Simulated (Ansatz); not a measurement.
Write the native input for Ansatz 0.2.0 that does the following.

```
Task                : single point
Functional          : PBE
Potentials or basis : Ansatz PAW
Cutoff              : 420 eV (not typed: the program's choice for these potentials)
k mesh              : 6 × 6 × 4
Occupations         : fermi-dirac, width 0.05 eV
Spin                : collinear spin, ferromagnetic start
Starting moments    : [0.0, 0.0, 3.0, 3.0] μB
Fixed moment        : 6 μB
```

MnSb:

```
Sb Mn
1.0
     4.15000    0.00000    0.00000
    -2.07500    3.59401    0.00000
     0.00000    0.00000    5.78000
Sb Mn
2 2
Cartesian
  2.0750 1.1980 4.3350
  0.0000 2.3960 1.4450
  0.0000 0.0000 2.8900
  0.0000 0.0000 0.0000
```

One way to write it, as run:

input.yaml

```yaml
crystal:
  lattice:
    - [4.15, 0.0, 0.0]
    - [-2.075, 3.5940054257, 0.0]
    - [0.0, 0.0, 5.78]
  atoms:
    - { symbol: Sb, position: [0.6666666667, 0.3333333333, 0.75] }
    - { symbol: Sb, position: [0.3333333333, 0.6666666667, 0.25] }
    - { symbol: Mn, position: [0.0, 0.0, 0.5], spin: 3.0 }
    - { symbol: Mn, position: [0.0, 0.0, 0.0], spin: 3.0 }
hamiltonian:
  xc: pbe
  pseudopotentials: { kind: paw }
magnetization:
  spin_polarized: true
  initial_magnetization: 6.0
  spin_locking: { lock_magnetization: hard }
kpoints:
  mp_grid: { grid: [6, 6, 4] }
scf:
  occupations: { method: fermi_dirac, width: 0.05 }
  lower_state_search: "off"
output:
  forces: true
  stress: true
  eigenvalues: true
  write_density: true
  write_potential: true
  elf: true
  volumetric_format: npy
```

Potentials or basis: Ansatz PAW.

Command:

```bash
$ ansatz run input.yaml --threads 2 --pin off --max-ram 5632MiB --backend cpu --events-out ev --progress --plain --runs-dir out
```

Results of the run:

```json
{
  "Pressure": "-5.8 GPa",
  "Net moment": "6.00 μB per cell",
  "Absolute moment": "7.14 μB per cell",
  "Site moments": "Sb -0.15; Mn +3.17 μB"
}
```

Caveat: the total moment is fixed, so each spin has its own Fermi level; only a ferromagnetic start was run, and an antiferromagnetic order may lie lower in energy; the thresholds are loose for stress.

Run time: 5.5 s on 2 threads of Arm Neoverse V2, on a shared host, peak memory 0.43 GiB.
